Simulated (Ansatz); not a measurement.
Ag: equation of state with Slater exchange only

The system is Ag.

```
Ag
1.0
     0.00000    2.04275    2.04275
     2.04275    0.00000    2.04275
     2.04275    2.04275    0.00000
Ag
1
Direct
  0.00000 0.00000 0.00000
```

```yaml
Program: Ansatz 0.2.0
Task: equation of state
Functional: Slater exchange only
Potentials_or_basis: all-electron LAPW, scalar-relativistic
Basis_error_allowed: 0.001 eV/atom
k_mesh: 11 × 11 × 11
Occupations: fermi-dirac, width 0.05 eV
Spin: collinear spin, ferromagnetic start
Starting_moments: "[1.0] μB"
Fixed_moment: 1 μB
```

```
Equilibrium volume : 18.71 Å³/atom (rough: see the caveat)
Bulk modulus       : 78 GPa (rough)
```

Energy against volume, from the lowest point:
```tsv
volume (Å³/atom)	energy (meV/atom)
16.025	129.03
16.366	92.11
16.707	62.39
17.048	39.02
17.389	21.27
17.730	8.46
18.071	0.00
```

All runs of the series together: 69 s on 1 thread of Arm Neoverse V1, on a shared host.

Caveat: the minimum lies outside the volumes run; the total moment is fixed, so each spin has its own Fermi level.
